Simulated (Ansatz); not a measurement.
What does this script print? It uses the Python package of Ansatz (0.2.0).

The script, `disp_mnf2.py`:
```python
"""D3 and D4 dispersion energy of MnF2, with no SCF."""

import ansatz as az
import numpy as np

vectors0 = np.array([
    [4.937764, 0.0, 0.0],
    [0.0, 5.806967, 0.0],
    [0.0, 0.0, 5.361831],
])
sites = [
    ("Mn", (0.5, 0.171242, 0.75), 4),
    ("Mn", (0.0, 0.328758, 0.25), -4),
    ("Mn", (0.5, 0.828758, 0.25), 4),
    ("Mn", (0.0, 0.671242, 0.75), -4),
    ("F", (0.729427, 0.104751, 0.077932), 0.0),
    ("F", (0.229427, 0.395249, 0.922068), 0.0),
    ("F", (0.770573, 0.395249, 0.577932), 0.0),
    ("F", (0.270573, 0.104751, 0.422068), 0.0),
    ("F", (0.729427, 0.895249, 0.577932), 0.0),
    ("F", (0.229427, 0.604751, 0.422068), 0.0),
    ("F", (0.770573, 0.604751, 0.077932), 0.0),
    ("F", (0.270573, 0.895249, 0.922068), 0.0),
]


def make_crystal(cell):
    crystal = az.Crystal(lattice=az.Lattice.of(cell))
    for symbol, position, moment in sites:
        crystal = crystal.atom(symbol, position, moment=moment or None)
    return crystal

atoms = [(site[0], site[1]) for site in sites]
print("dispersion energy and pressure at linear scale factors", (0.98, 1.0, 1.02))
for functional in (az.Functional.HSE06, az.Functional.PBE0):
    for method in ("d3bj", "d4"):
        damping = az.dispersion_damping(method=method, xc=functional)
        line = []
        for scale in (0.98, 1.0, 1.02):
            term = az.pairwise_dispersion(vectors=(vectors0 * scale).tolist(), atoms=atoms, damping=damping, periodic=(True, True, True))
            line.append(f"{term.energy_ev / len(atoms):.4f} eV/atom, {np.trace(term.stress_gpa) / 3:.2f} GPa")
        print(functional.value, method, "|", " | ".join(line))
print("charges of the D4 model in the last cell:", np.round(term.partial_charges_e, 3))
```

Output of `python disp_mnf2.py`:
```text
dispersion energy and pressure at linear scale factors (0.98, 1.0, 1.02)
hse06 d3bj | -0.1811 eV/atom, -2.44 GPa | -0.1703 eV/atom, -2.16 GPa | -0.1604 eV/atom, -1.91 GPa
hse06 d4 | -0.1539 eV/atom, -1.89 GPa | -0.1455 eV/atom, -1.67 GPa | -0.1378 eV/atom, -1.48 GPa
pbe0 d3bj | -0.1686 eV/atom, -2.28 GPa | -0.1584 eV/atom, -2.03 GPa | -0.1491 eV/atom, -1.80 GPa
pbe0 d4 | -0.1585 eV/atom, -1.95 GPa | -0.1499 eV/atom, -1.72 GPa | -0.1420 eV/atom, -1.53 GPa
charges of the D4 model in the last cell: [ 0.642  0.642  0.642  0.642 -0.321 -0.321 -0.321 -0.321 -0.321 -0.321
 -0.321 -0.321]
```

The structure comes from a database and needn't be a stable phase.
